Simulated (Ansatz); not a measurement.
## O on Cr(110): change of the work function

Aim: the work function of Cr(110) at several coverages of O (hollow site), and the dipole that each adsorbate carries.

Program: Ansatz 0.2.0. Level of theory: plane-wave DFT, PBE-D3(BJ), Ansatz PAW. Results are calculated unless marked as measured.

## 1. The structure

The cell holds 4 atoms: 4 Cr. Its edges and angles: a = 2.494 Å, b = 2.494 Å, c = 24.109 Å, α = 90.0°, β = 90.0°, γ = 70.5°. Vacuum lies along c.

## 2. The clean slab

The bare slab comes first, as the zero from which every change is counted. The two lowest layers are held at bulk places and the upper ones relax. The dipole correction removes the false field that a one-sided slab makes across the periodic vacuum, so each face gets a flat vacuum level of its own.

Input file input.yaml:

```yaml
crystal:
  lattice:
    - [2.0364675298, -1.44, 0.0]
    - [2.0364675298, 1.44, 0.0]
    - [0.0, 0.0, 24.1094025895]
  atoms:
    - { symbol: Cr, position: [0.0, 0.0, 0.3732983415] }
    - { symbol: Cr, position: [0.5, 0.5, 0.4577661138] }
    - { symbol: Cr, position: [0.0, 0.0, 0.5422338862] }
    - { symbol: Cr, position: [0.5, 0.5, 0.6267016585] }
kpoints:
  mp_grid: { grid: [13, 13, 1] }
hamiltonian:
  xc: pbe
  dispersion: d3bj
scf:
  occupations: { method: fermi_dirac, width: 0.1 }
  convergence: { dr2_threshold: 1.0e-08 }
efield:
  axis: 3
  dipole_correction: true
  ramp_position: 0.97
  ramp_width: 0.06
relax:
  f_tol: 0.02
  max_steps: 60
  constraints: [{ sites: [0, 1] }]
output:
  write_potential: true
  write_density: true
  volumetric_format: npy
```

The run is started by

```
$ ansatz run input.yaml --threads 4 --pin off --max-ram 6144MiB --backend cpu --events-out ev --progress --plain --runs-dir out
```

Numbers of over 12 decimals in the logs are rounded to 6 here.

What it wrote:

```text
Engine: ansatz 0.2.0, x86_64-unknown-linux-gnu
Pseudopotentials: kind: paw
Pseudopotential: Cr, paw, valence charge 14, recommended cutoff 420 eV (normal), Cr.paw.azcp
Functional definition: PBE
  parameter kappa = 0.804
  parameter beta = 0.066725
  exchange = pbe_x(kappa = kappa, mu = beta*pi^2/3)
  correlation = pbe_c(beta = beta)
Crystal: 4 atoms, lattice volume = 141.402 Å³
Basis set: ecut = 420 eV, 2751 PW (Γ), exchange–correlation on 36×36×324 points (8 copies of the dense FFT grid, shifted against one another)
Bands: 34, of which v1, the nominal top of the filled ones, is band 28 counted from 1 (27 counted from 0)
Symmetry: 4 space group operations
k-points: 49 of 169
Non-local potential: Cr, projectors of the file, l = 0: 3, l = 1: 2, l = 2: 3, l = 3: 1
PAW form: soft (Blöchl's): semilocal exchange-correlation on the pseudo side does not see the compensation charge
PAW one-centre angular grid: Cr, 590 points (default); XC on 64 Gauss nodes
Initial density: superposition of atomic densities (neutral atoms: chi_scale 0, normalization atom), corrected by the library's trained network
Initial wavefunctions: pseudopotential atomic-orbital guess
Functional: x = pbe(κ = 0.804, μ = 0.219515), c = pbe(β = 0.066725)
SCF iter   1: F=—  HF=-13509.896345 eV  |F-HF|=—  |Δ(HF+E_count)|=         —  Δρ=2.68e-3  dr2=6.33e-2  ethr=1.77e-3  p=0.000 e·Å  D=4.25e-13 V/Å  ΔV_dip=-0.00 eV  dr2_dipole=5.96e-9  V_vac-E_F(+/−)=4.45/4.45 eV  ⟨swp⟩=7.8  Hψ=16659  notcnv=0
efield: sawtooth ramp at fractional position 0.9700 (set: `efield.ramp_position`, or a place that a band, a saddle search or an elastic batch's reference lends), width 0.0600; the density the first Hamiltonian is built on has a dipole p = 0.000 e·Å; the dipole correction subtracts the counter field D = 4.25e-13 V/Å, which shifts the + side's vacuum level by -0.00 eV against the − side's; the planar-averaged density in the ramp window peaks in size at 2.1e-5 e/Å³
automatic band count: the SCF goes on with 40 bands, as 34 were too few: the levels above may hold too much charge
preconditioner: auto → LDOS  [metal: Δε(μ)=0.010 eV  Ē_g=4.004 eV  σ=0.100 eV  W_gap=0.03  n_scr=16 (ndim 8)  ℏωp=15.3 eV  f_vac=0.593  D(μ)=4.70/eV (n_scr^D=18)  β→1.0]
SCF iter   2: F=—  HF=-13509.900577 eV  |F-HF|=—  |Δ(HF+E_count)|=   4.23e-3  Δρ=3.70e-3  dr2=1.79e-2  ethr=1.13e-4  p=-0.000 e·Å  D=-2.60e-5 V/Å  ΔV_dip=0.00 eV  dr2_dipole=1.58e-7  V_vac-E_F(+/−)=4.82/4.82 eV  ⟨swp⟩=2.3  Hψ=3973  notcnv=0
SCF iter   3: F=—  HF=-13509.896718 eV  |F-HF|=—  |Δ(HF+E_count)|=   3.86e-3  Δρ=1.58e-3  dr2=4.54e-3  ethr=3.19e-5  p=0.000 e·Å  D=7.09e-7 V/Å  ΔV_dip=-0.00 eV  dr2_dipole=3.44e-9  V_vac-E_F(+/−)=4.80/4.80 eV  ⟨swp⟩=3.1  Hψ=4195  notcnv=0
SCF iter   4: F=—  HF=-13509.896371 eV  |F-HF|=—  |Δ(HF+E_count)|=   3.47e-4  Δρ=3.38e-4  dr2=4.56e-4  ethr=8.10e-6  p=0.000 e·Å  D=4.75e-6 V/Å  ΔV_dip=-0.00 eV  dr2_dipole=1.49e-8  V_vac-E_F(+/−)=4.84/4.84 eV  ⟨swp⟩=1.7  Hψ=2113  notcnv=0
SCF iter   5: F=—  HF=-13509.896385 eV  |F-HF|=—  |Δ(HF+E_count)|=   1.48e-5  Δρ=8.97e-5  dr2=3.52e-5  ethr=8.15e-7  p=0.000 e·Å  D=2.85e-6 V/Å  ΔV_dip=-0.00 eV  dr2_dipole=7.06e-8  V_vac-E_F(+/−)=4.89/4.89 eV  ⟨swp⟩=2.1  Hψ=2730  notcnv=0
SCF iter   6: F=—  HF=-13509.896326 eV  |F-HF|=—  |Δ(HF+E_count)|=   5.97e-5  Δρ=8.55e-5  dr2=2.34e-5  ethr=6.29e-8  p=0.000 e·Å  D=3.49e-6 V/Å  ΔV_dip=-0.00 eV  dr2_dipole=2.36e-8  V_vac-E_F(+/−)=4.90/4.90 eV  ⟨swp⟩=3.2  Hψ=3222  notcnv=0
SCF iter   7: F=—  HF=-13509.896326 eV  |F-HF|=—  |Δ(HF+E_count)|=   1.61e-7  Δρ=2.01e-5  dr2=9.12e-7  ethr=4.18e-8  p=0.000 e·Å  D=7.15e-7 V/Å  ΔV_dip=-0.00 eV  dr2_dipole=2.05e-9  V_vac-E_F(+/−)=4.90/4.90 eV  ⟨swp⟩=2.0  Hψ=2579  notcnv=0
SCF iter   8: F=—  HF=-13509.896314 eV  |F-HF|=—  |Δ(HF+E_count)|=   1.17e-5  Δρ=1.43e-5  dr2=4.53e-7  ethr=1.63e-9  p=0.000 e·Å  D=8.62e-7 V/Å  ΔV_dip=-0.00 eV  dr2_dipole=3.33e-9  V_vac-E_F(+/−)=4.90/4.90 eV  ⟨swp⟩=3.2  Hψ=3494  notcnv=0
SCF iter   9: F=—  HF=-13509.896314 eV  |F-HF|=—  |Δ(HF+E_count)|=   9.91e-8  Δρ=5.40e-6  dr2=9.88e-8  ethr=8.09e-10  p=0.000 e·Å  D=2.95e-7 V/Å  ΔV_dip=-0.00 eV  dr2_dipole=9.59e-11  V_vac-E_F(+/−)=4.90/4.90 eV  ⟨swp⟩=2.3  Hψ=2539  notcnv=0
SCF iter  10: F=-13509.896314 eV  HF=-13509.896314 eV  |F-HF|=2.27e-9  |Δ(HF+E_count)|=   4.24e-8  Δρ=1.42e-6  dr2=5.29e-9  ethr=1.79e-11  p=0.000 e·Å  D=1.41e-7 V/Å  ΔV_dip=-0.00 eV  dr2_dipole=1.19e-12  V_vac-E_F(+/−)=4.90/4.90 eV  ⟨swp⟩=8.4  Hψ=12597  notcnv=0
SCF 1 converged in 10 iterations: F = -13509.896314 eV  dr2 = 5.29e-9
  greatest PAW one-centre occupation: 1.000 electrons in one spin orbital (limit 2), on the Cr atom at site 2 (counted from 0), in its partial waves of l = 0
relax step   1: F+E_penalty+E_count = -13509.89631443 eV  Δ(F+E_penalty+E_count) = +0.000e0 eV  max|allowed force component| = 8.406e-1 eV/Å  Δτ_max = 0.0000 Å  (10 SCF iters, accepted)
Bands: 40, of which v1, the nominal top of the filled ones, is band 28 counted from 1 (27 counted from 0)
Initial density: handed on by an earlier stage of this run
Initial wavefunctions: those handed on with the density
SCF iter   1: F=—  HF=-13510.030612 eV  |F-HF|=—  |Δ(HF+E_count)|=         —  Δρ=2.09e-2  dr2=2.10e0  ethr=3.10e-3  p=-0.000 e·Å  D=-7.85e-7 V/Å  ΔV_dip=0.00 eV  dr2_dipole=2.76e-1  V_vac-E_F(+/−)=4.90/4.90 eV  ⟨swp⟩=4.5  Hψ=5495  notcnv=0
efield: sawtooth ramp at fractional position 0.9700 (set: `efield.ramp_position`, or a place that a band, a saddle search or an elastic batch's reference lends), width 0.0600; the density the first Hamiltonian is built on has a dipole p = -0.000 e·Å; the dipole correction subtracts the counter field D = -7.85e-7 V/Å, which shifts the + side's vacuum level by +0.00 eV against the − side's; the planar-averaged density in the ramp window peaks in size at 5.8e-6 e/Å³
preconditioner: auto → LDOS  [metal: Δε(μ)=0.038 eV  Ē_g=4.108 eV  σ=0.100 eV  W_gap=0.09  n_scr=16 (ndim 8)  ℏωp=15.3 eV  f_vac=0.596  D(μ)=5.02/eV (n_scr^D=18)  β→1.0]
SCF iter   2: F=—  HF=-13509.990308 eV  |F-HF|=—  |Δ(HF+E_count)|=   4.03e-2  Δρ=1.18e-2  dr2=2.26e-1  ethr=3.10e-3  p=0.001 e·Å  D=1.70e-3 V/Å  ΔV_dip=-0.04 eV  dr2_dipole=4.58e-4  V_vac-E_F(+/−)=4.91/4.95 eV  ⟨swp⟩=2.0  Hψ=2754  notcnv=0
SCF iter   3: F=—  HF=-13509.972767 eV  |F-HF|=—  |Δ(HF+E_count)|=   1.75e-2  Δρ=7.93e-3  dr2=9.00e-2  ethr=4.04e-4  p=0.005 e·Å  D=5.93e-3 V/Å  ΔV_dip=-0.14 eV  dr2_dipole=1.05e-3  V_vac-E_F(+/−)=4.77/4.92 eV  ⟨swp⟩=2.6  Hψ=3720  notcnv=0
[...]
SCF iter   8: F=—  HF=-13509.963233 eV  |F-HF|=—  |Δ(HF+E_count)|=   6.76e-5  Δρ=2.48e-5  dr2=1.51e-6  ethr=6.11e-9  p=0.003 e·Å  D=3.90e-3 V/Å  ΔV_dip=-0.09 eV  dr2_dipole=1.18e-7  V_vac-E_F(+/−)=4.82/4.92 eV  ⟨swp⟩=3.2  Hψ=3788  notcnv=0
SCF iter   9: F=—  HF=-13509.963233 eV  |F-HF|=—  |Δ(HF+E_count)|=   1.99e-7  Δρ=9.68e-6  dr2=3.13e-7  ethr=2.69e-9  p=0.003 e·Å  D=3.90e-3 V/Å  ΔV_dip=-0.09 eV  dr2_dipole=4.85e-8  V_vac-E_F(+/−)=4.82/4.92 eV  ⟨swp⟩=2.7  Hψ=2620  notcnv=0
SCF iter  10: F=—  HF=-13509.963234 eV  |F-HF|=—  |Δ(HF+E_count)|=   1.71e-7  Δρ=4.63e-6  dr2=4.18e-8  ethr=5.58e-10  p=0.003 e·Å  D=3.89e-3 V/Å  ΔV_dip=-0.09 eV  dr2_dipole=4.96e-10  V_vac-E_F(+/−)=4.82/4.92 eV  ⟨swp⟩=2.8  Hψ=2883  notcnv=0
SCF iter  11: F=-13509.963234 eV  HF=-13509.963234 eV  |F-HF|=5.46e-10  |Δ(HF+E_count)|=   7.06e-9  Δρ=1.72e-6  dr2=5.25e-9  ethr=1.79e-11  p=0.003 e·Å  D=3.89e-3 V/Å  ΔV_dip=-0.09 eV  dr2_dipole=7.66e-12  V_vac-E_F(+/−)=4.82/4.92 eV  ⟨swp⟩=9.9  Hψ=12191  notcnv=0
SCF 2 converged in 11 iterations: F = -13509.963234 eV  dr2 = 5.25e-9
relax step   2: F+E_penalty+E_count = -13509.96323364 eV  Δ(F+E_penalty+E_count) = -6.692e-2 eV  max|allowed force component| = 3.653e-1 eV/Å  Δτ_max = 0.1342 Å  (11 SCF iters, accepted)
iter 1 solved again at ethr=7.00e-4 eV; its pass at ethr=3.10e-3 eV (dr2=3.92e-1 eV) is discarded
SCF iter   1: F=—  HF=-13509.990580 eV  |F-HF|=—  |Δ(HF+E_count)|=         —  Δρ=9.89e-3  dr2=3.67e-1  ethr=7.00e-4  p=0.003 e·Å  D=3.89e-3 V/Å  ΔV_dip=-0.09 eV  dr2_dipole=1.45e-2  V_vac-E_F(+/−)=4.83/4.93 eV  ⟨swp⟩=1.5  Hψ=6775  notcnv=0
efield: sawtooth ramp at fractional position 0.9700 (set: `efield.ramp_position`, or a place that a band, a saddle search or an elastic batch's reference lends), width 0.0600; the density the first Hamiltonian is built on has a dipole p = 0.003 e·Å; the dipole correction subtracts the counter field D = 3.89e-3 V/Å, which shifts the + side's vacuum level by -0.09 eV against the − side's; the planar-averaged density in the ramp window peaks in size at 8.6e-6 e/Å³
preconditioner: auto → LDOS  [metal: Δε(μ)=0.043 eV  Ē_g=4.146 eV  σ=0.100 eV  W_gap=0.11  n_scr=16 (ndim 8)  ℏωp=15.3 eV  f_vac=0.601  D(μ)=4.76/eV (n_scr^D=18)  β→1.0]
SCF iter   2: F=—  HF=-13509.981721 eV  |F-HF|=—  |Δ(HF+E_count)|=   8.86e-3  Δρ=6.53e-3  dr2=8.40e-2  ethr=6.56e-4  p=0.004 e·Å  D=5.33e-3 V/Å  ΔV_dip=-0.13 eV  dr2_dipole=2.72e-4  V_vac-E_F(+/−)=4.80/4.93 eV  ⟨swp⟩=2.0  Hψ=2546  notcnv=0
SCF iter   3: F=—  HF=-13509.976434 eV  |F-HF|=—  |Δ(HF+E_count)|=   5.29e-3  Δρ=3.40e-3  dr2=1.69e-2  ethr=1.50e-4  p=0.006 e·Å  D=7.04e-3 V/Å  ΔV_dip=-0.17 eV  dr2_dipole=1.26e-4  V_vac-E_F(+/−)=4.76/4.93 eV  ⟨swp⟩=2.1  Hψ=3185  notcnv=0
SCF iter   4: F=—  HF=-13509.974864 eV  |F-HF|=—  |Δ(HF+E_count)|=   1.57e-3  Δρ=4.54e-4  dr2=7.86e-4  ethr=3.02e-5  p=0.005 e·Å  D=6.36e-3 V/Å  ΔV_dip=-0.15 eV  dr2_dipole=1.21e-4  V_vac-E_F(+/−)=4.77/4.93 eV  ⟨swp⟩=2.0  Hψ=2576  notcnv=0
SCF iter   5: F=—  HF=-13509.974787 eV  |F-HF|=—  |Δ(HF+E_count)|=   7.76e-5  Δρ=1.59e-4  dr2=1.70e-4  ethr=1.40e-6  p=0.005 e·Å  D=6.36e-3 V/Å  ΔV_dip=-0.15 eV  dr2_dipole=4.16e-5  V_vac-E_F(+/−)=4.77/4.93 eV  ⟨swp⟩=2.1  Hψ=2703  notcnv=0
SCF iter   6: F=—  HF=-13509.974803 eV  |F-HF|=—  |Δ(HF+E_count)|=   1.63e-5  Δρ=2.24e-4  dr2=7.93e-5  ethr=3.03e-7  p=0.005 e·Å  D=6.41e-3 V/Å  ΔV_dip=-0.15 eV  dr2_dipole=4.01e-6  V_vac-E_F(+/−)=4.77/4.93 eV  ⟨swp⟩=2.1  Hψ=2665  notcnv=0
SCF iter   7: F=—  HF=-13509.974757 eV  |F-HF|=—  |Δ(HF+E_count)|=   4.61e-5  Δρ=8.96e-5  dr2=1.27e-5  ethr=1.42e-7  p=0.005 e·Å  D=6.41e-3 V/Å  ΔV_dip=-0.15 eV  dr2_dipole=3.41e-7  V_vac-E_F(+/−)=4.77/4.92 eV  ⟨swp⟩=2.2  Hψ=2582  notcnv=0
SCF iter   8: F=—  HF=-13509.974757 eV  |F-HF|=—  |Δ(HF+E_count)|=   5.09e-7  Δρ=1.66e-5  dr2=7.44e-7  ethr=2.26e-8  p=0.005 e·Å  D=6.45e-3 V/Å  ΔV_dip=-0.16 eV  dr2_dipole=6.76e-8  V_vac-E_F(+/−)=4.77/4.92 eV  ⟨swp⟩=2.1  Hψ=2939  notcnv=0
SCF iter   9: F=—  HF=-13509.974739 eV  |F-HF|=—  |Δ(HF+E_count)|=   1.79e-5  Δρ=1.63e-5  dr2=4.90e-7  ethr=1.33e-9  p=0.005 e·Å  D=6.46e-3 V/Å  ΔV_dip=-0.16 eV  dr2_dipole=4.36e-8  V_vac-E_F(+/−)=4.77/4.92 eV  ⟨swp⟩=3.2  Hψ=3999  notcnv=0
SCF iter  10: F=—  HF=-13509.974739 eV  |F-HF|=—  |Δ(HF+E_count)|=   1.80e-8  Δρ=4.42e-6  dr2=2.36e-8  ethr=8.75e-10  p=0.005 e·Å  D=6.45e-3 V/Å  ΔV_dip=-0.16 eV  dr2_dipole=1.02e-9  V_vac-E_F(+/−)=4.77/4.92 eV  ⟨swp⟩=1.7  Hψ=2277  notcnv=0
SCF iter  11: F=-13509.974739 eV  HF=-13509.974739 eV  |F-HF|=2.27e-9  |Δ(HF+E_count)|=   1.80e-8  Δρ=1.69e-6  dr2=5.48e-9  ethr=1.79e-11  p=0.005 e·Å  D=6.46e-3 V/Å  ΔV_dip=-0.16 eV  dr2_dipole=2.18e-10  V_vac-E_F(+/−)=4.77/4.92 eV  ⟨swp⟩=9.9  Hψ=12051  notcnv=0
SCF 3 converged in 11 iterations: F = -13509.974739 eV  dr2 = 5.48e-9
relax step   3: F+E_penalty+E_count = -13509.97473863 eV  Δ(F+E_penalty+E_count) = -1.150e-2 eV  max|allowed force component| = 1.247e-2 eV/Å  Δτ_max = 0.0701 Å  (11 SCF iters, accepted)
NSCF: frozen V_eff on 49 k-points
the band table was solved once a step of the walk had ended and its energy, with any forces and stress, was formed, with the checks that follow a solve (8443 applications of the Hamiltonian). They found nothing against the state; the energy, forces and stress were not computed again (output.eigenvalues in the input reference)
SCF converged after 11 iterations
Free energy (F): -13509.974739 eV
Harris-Foulkes:  -13509.974739 eV  (|F-HF|=2.27e-9)
Internal energy: -13509.820342 eV  (E = F + TS)
E sigma→0 (E₀):  -13509.897541 eV
Entropy (-TS):   -0.154396 eV (-38.599 meV/atom)
Fermi energy:    3.226016 eV
Dipole field:    D = 0.006479 V/Å  (p = 0.005063 e·Å, saw-weighted, corrected)
Work function:   Φ+ = 4.7688 eV   Φ− = 4.9250 eV
Levels:          The Fermi level and band energies are counted from a zero that moves with the ramp; work functions are not
--- Per-component energies (eV) ---
  E_band       = -1478.263302
  E_kinetic    = 1369.597425
  E_local      = -94611.466710  (includes V_loc(G=0)·N_el)
  E_nonlocal   = 316.663945
  E_hartree    = 46558.530456
  E_xc         = -557.052778
  E_vxc        = -710.418585  (∫ρ·V_xc dr)
  E_paw        = -4780.831401  (= ΣΔE_a)
  E_vpaw       = -959.732209  (= ΣTr[D̂ρ^β])
  E_aug_tail   = 0.001474  (compensation charges beyond the density's cutoff)
  E_efield     = 0.000016  (sawtooth field / dipole correction)
  E_vefield    = 0.023600  (∫n·V_field dr)
  E_ewald      = 38196.146276
  E_disp       = -1.409047  (pairwise vdW)
  E_smearing   = -0.154396  (= −TS)
  E_closure    = -0.000000  (closes the sum)
  Σ components = -13509.974739   (vs F -13509.974739, Δ=0.00e0)
--- Forces (eV/Å), atoms counted from 1 ---
  atom   1  Cr     0.00000000     0.00000000     0.76640083
  atom   2  Cr    -0.00000000     0.00000000    -0.78555318
  atom   3  Cr     0.00000000     0.00000000     0.01246672
  atom   4  Cr     0.00000000     0.00000000     0.00667807
  max |Σ_I F_I| component: 7.56e-6 eV/Å
--- Band table (eV; the first three rows and the last of 49) ---
  k-point 0: bands = [... 24 lower, 2.2464, 2.3410, 2.3948, 2.4035, 3.1428, 3.4719, 4.0501, 4.0677, ... 8 higher]
  k-point 1: bands = [... 24 lower, 2.0881, 2.2986, 2.4620, 2.6312, 2.9261, 3.5448, 3.7104, 3.9705, ... 8 higher]
  k-point 2: bands = [... 24 lower, 2.0020, 2.1450, 2.4201, 2.7245, 2.9846, 3.0833, 3.8737, 3.9273, ... 8 higher]
  k-point 48: bands = [... 24 lower, 2.0845, 3.4049, 3.5802, 4.0531, 4.1623, 4.3376, 4.7257, 5.1919, ... 8 higher]
--- Relaxed structure (3 steps of the walk, 3 accepted, 0 SCFs on fresh bases) ---
  F+E_penalty+E_count = -13509.97473863 eV   max|allowed force component| = 1.247e-2 eV/Å
  atoms:
    - { symbol: Cr, position: [0.0, 0.0, 0.3732983415] }
    - { symbol: Cr, position: [0.500000, 0.500000, 0.4577661138] }
    - { symbol: Cr, position: [-2.2687098305850912e-18, -2.2687098305850912e-18, 0.539932] }
    - { symbol: Cr, position: [0.500000, 0.500000, 0.618227] }
```

The job ended after 11 s (4 threads of Intel Xeon 6975P-C (Granite Rapids), shared host; peak memory 0.61 GiB; 41 s of CPU time).

This run has no spin polarisation, although Cr can carry a moment.

Relaxation path:

```tsv
step	energy less that of the first step (eV)	largest force component (eV/Å)
1	0.0000	0.8406
2	-0.0669	0.3653
3	-0.0784	0.0125
```

Forces are held to the 4 operations that the run works with; a distortion that breaks them can't arise in this run.

The atoms that moved most (Å):

```tsv
atom	dx	dy	dz	length
Cr4	0.000	0.000	-0.204	0.204
Cr3	0.000	0.000	-0.055	0.055
```

The relaxed structure:

```cif
data_structure
_symmetry_space_group_name_H-M 'P 1'
_symmetry_Int_Tables_number 1
_cell_length_a 2.4942
_cell_length_b 2.4942
_cell_length_c 24.1094
_cell_angle_alpha 90.000
_cell_angle_beta 90.000
_cell_angle_gamma 70.529
_cell_volume 141.40
loop_
_atom_site_label
_atom_site_type_symbol
_atom_site_fract_x
_atom_site_fract_y
_atom_site_fract_z
_atom_site_occupancy
Cr1 Cr 0.00000 0.00000 0.37330 1
Cr2 Cr 0.50000 0.50000 0.45777 1
Cr3 Cr 0.00000 0.00000 0.53993 1
Cr4 Cr 0.50000 0.50000 0.61823 1
```

This step gave:

* energy at zero smearing: -13509.8975 eV
* work function, upper face: 4.769 eV
* work function, lower face: 4.925 eV
* dipole along the normal: 0.005063 e·Å
* step between the vacuum levels: -0.1562 eV

Running mean over 2.036 Å of the planar mean; the ramp of the sawtooth is left out. The electron's electrostatic potential energy less the Fermi level by z:

```tsv
z (Å)	electron's electrostatic potential energy less the Fermi level (eV)
3	4.92
4	4.92
5	4.92
6	4.82
7	3.86
8	-3.33
9	-9.55
10	-9.81
11	-10.00
12	-10.5
13	-10.3
14	-11.2
15	-9.61
16	-2.44
17	3.93
18	4.69
19	4.76
20	4.77
21	4.77
```

The relaxation took 3 steps and lowered the energy by 0.078 eV; the largest force on the free atoms ends at 0.012 eV/Å.

The work function of the upper face is 4.77 eV.

[end of part 1 of 5]

[Logs are printed without paths, hosts, clocks, repeated set-up lines and the standing remarks that a program may print on its own settings, such as how far it seeks lower states.]

[Hosts, paths, dates, database ids (printed as entryN), source tags and the programs' standing remarks are cut or masked in the printed files.]

[Maps of the electrostatic potential energy from Ansatz leave out the sawtooth potential of an applied field or a dipole correction, so their vacuum need not be flat; planar profiles and work functions include it.]
